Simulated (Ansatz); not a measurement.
B (hcp type), DFT, PBE, all-electron LAPW, scalar-relativistic (Ansatz 0.2.0), on 1 thread of Intel(R) Xeon(R) Platinum 8488C (Sapphire Rapids) (shared host).

Command: `ansatz run input.yaml --threads 1 --pin off --max-ram 3584MiB --backend cpu --events-out ev --progress --plain --runs-dir out`

```yaml
crystal:
  lattice:
    - [1.7354459172, 0.0, 0.0]
    - [-0.8677229586, 1.5029402512, 0.0]
    - [0.0, 0.0, 3.7130722337]
  atoms:
    - { symbol: B, position: [0.3333333333, 0.6666666667, 0.25] }
    - { symbol: B, position: [0.6666666667, 0.3333333333, 0.75] }
kpoints:
  mp_grid: { grid: [23, 23, 12] }
scf:
  occupations: { method: fermi_dirac, width: 0.08 }
hamiltonian:
  xc: pbe
  pseudopotentials: { kind: all_electron, lapw: { basis_error: 0.0005 } }
output:
  forces: true
  stress: true
  eigenvalues: true
relax:
  f_tol: 0.005
  max_steps: 12
  cell: { p_target: 100.0, stress_tol: 0.05 }
```

(1) How large is the problem that the program sets up?

(2) About how long does it take?

Answers

(1) 392 irreducible k-points, 173 plane waves at Γ, 9 bands.

(2) 44 s of wall time for 14 SCF iterations over 4 geometries. Times on shared machines scatter by tens of per cent.
